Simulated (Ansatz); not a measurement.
## HfO$_{2}$: zone-centre modes under pressure

HfO$_{2}$, Fm-3m, a = 5.098 Å. This isn't the usual stable structure of the compound. Ansatz: PBE, PAW, 420 eV, Γ-centred 8×8×8 mesh on 3 atoms, fixed occupations; no spin polarisation. Cell and atoms are relaxed at each pressure with the symmetry kept; optical modes at Γ by linear response, in cm⁻¹, matched by rank (the highest 2 distinct ones), without the LO field.

```
P (GPa) V (Å³/atom)     ω1     ω2
      0       11.039  216.0  563.3
      7       10.746  243.4  586.1
     18       10.354  279.8  618.8
     35        9.865      ?      ?
```

Task: Get each mode's Grüneisen parameter γ = −d ln ω/d ln V from the other rows and predict the missing frequencies.

Result: ln(V/V0) = 0.0000, -0.0269, -0.0641, -0.1124; a line through ln(ω/ω0) of the 3 known rows gives ω1: γ = 4.019 (intercept 0.0042), predicted 340.8, computed 326.1; ω2: γ = 1.466, predicted 664.3, computed 663.6. The worst miss is 4.5 %: γ isn't constant over this range, and modes matched by rank may have crossed.

Spin–orbit coupling is left out, which can shift energies with elements as heavy as these.

Cost: 4 runs of about 1.6 core-minutes in all, on Intel Xeon Platinum 8488C (Sapphire Rapids) (shared hosts).